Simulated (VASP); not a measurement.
Here is a VASP 6.6.1 calculation.

Contents of INCAR:

```
SYSTEM = InAs
PREC = Accurate
ENCUT = 520
EDIFF = 1E-6
ISMEAR = 0
SIGMA = 0.05
LREAL = .FALSE.
LASPH = .TRUE.
NELM = 60
ALGO = Normal
ISIF = 2
LWAVE = .FALSE.
LCHARG = .TRUE.
GGA = PE
LELF = .TRUE.
LVHAR = .TRUE.
NBANDS = 16
```

KPOINTS

```
Automatic mesh
0
G
  12 12 12
  0 0 0
```

POSCAR

```
InAs
1.0
    0.0000000000      3.0931234142      3.0931234142
    3.0931234142      0.0000000000      3.0931234142
    3.0931234142      3.0931234142      0.0000000000
In As
1 1
Direct
    0.0000000000      0.0000000000      0.0000000000
    0.7500000000      0.7500000000      0.7500000000
```

Potentials or basis: VASP PAW PBE potentials, release 64 (In_d, As).

Run with:

```console
$ cat potpaw_PBE.64/In_d/POTCAR potpaw_PBE.64/As/POTCAR > POTCAR
$ mpirun -np 1 vasp_std > vasp.out
```

**Question.** Predict the band gap on the k mesh.

**Answer.** Zero (filled and empty bands touch).

**Question.** What does it give for the pressure?

**Answer.** 0.0 GPa.

Caveat: spin-orbit coupling is left out, which moves the levels of the heavy elements.

**What was measured.**

From a printed reference work, data compilation, for a bulk crystal of InAs at 4.2 K: band gap 0.418 eV (direct).

Against the measured gap of InAs, 0.418 eV (direct; 4.2 K; a printed reference work, data compilation), the calculated 0.00 eV is off by -0.42 eV. Spin-orbit coupling on As, In is left out. The value is that of PBE on a finite k mesh, which can miss the band edges, without temperature or zero-point motion. Semilocal functionals fall short of measured gaps as a rule.
